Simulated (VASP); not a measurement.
## CdTe: band structure with PBE0

**What was measured.**

From a printed reference work, data compilation, for a bulk crystal of CdTe at 0 K: band gap 1.607 eV.

The system is CdTe.

```
CELL_PARAMETERS angstrom
0.00000 3.24780 3.24780
3.24780 0.00000 3.24780
3.24780 3.24780 0.00000
ATOMIC_POSITIONS crystal
Cd 0.00000 0.00000 0.00000
Te 0.25000 0.25000 0.25000
```

```yaml
Program: VASP 6.6.1
Task: band structure
Functional: PBE0
Potentials_or_basis: VASP PAW PBE potentials, release 64 (Cd, Te)
Cutoff: 520 eV
k_mesh: 6 × 6 × 6
Occupations: gaussian, width 0.03 eV
Spin: no spin polarisation
Grid_for_exact_exchange_PRECFOCK: Fast
Exchange_at_q_=_0: truncated
Further_INCAR_settings: ALGO = Normal; EDIFF = 1e-06; NBANDS = 16
```

```json
{"Pressure": "1.2 GPa", "Band gap on the k mesh": "2.12 eV, direct", "Band gap along the path": "2.12 eV, direct"}
```

Levels at points of the mesh, in eV from the valence-band top:
```csv
k point,band 5,band 6,band 7,band 8,band 9,band 10,band 11,band 12,band 13,band 14
"(0.00, 0.00, 0.00)",-9.39,-9.39,0.00,0.00,0.00,2.12,6.14,6.14,6.14,9.16
"(0.50, 0.00, 0.00)",-9.39,-8.95,-4.80,-0.84,-0.84,3.24,6.73,6.73,8.64,10.41
"(0.50, 0.50, 0.00)",-9.37,-8.77,-4.67,-2.03,-2.03,3.92,4.12,10.63,11.05,11.05
```

Wall time 20 min on 2 MPI ranks on Intel(R) Xeon(R) Platinum 8259CL CPU @ 2.50GHz (Skylake/Cascade Lake) (shared host), peak memory 0.28 GiB a rank.

A measured gap of CdTe is 1.607 eV (0 K; a printed reference work, data compilation); the calculated 2.12 eV misses it by +0.51 eV. Spin-orbit coupling on Cd, Te is left out. The value is that of PBE0, without temperature or zero-point motion.

Caveat: the PAW data sets were made with another functional, which shifts forces and pressure a little; spin-orbit coupling is left out, which moves the levels of the heavy elements.
